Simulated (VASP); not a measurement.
WS2:

```
W S
1.0
     0.00000    2.93116    2.93116
     2.93116    0.00000    2.93116
     2.93116    2.93116    0.00000
W S
1 2
Direct
  0.00000 0.00000 0.00000
  0.25000 0.25000 0.25000
  0.75000 0.75000 0.75000
```

The cell was built by a generator and needn't be a form met in nature.

Base run:

- Program: VASP 6.6.1
- Functional: PBE
- Potentials or basis: VASP PAW PBE potentials, release 64 (W_sv, S)
- Cutoff: 520 eV
- k mesh: 6 × 6 × 6
- Occupations: fermi-dirac, width 0.02 eV
- Spin: no spin polarisation

Its results: band gap on the k mesh none (metal or under the smearing width); pressure 0.8 GPa.

Q: The run is repeated on the same cell with these changes: functional from PBE to LDA; potentials or basis from VASP PAW PBE potentials, release 64 (W_sv, S) to VASP PAW LDA potentials, release 64 (W_sv, S). What comes out?

A: Band gap on the k mesh none (metal or under the smearing width); pressure -7.2 GPa.
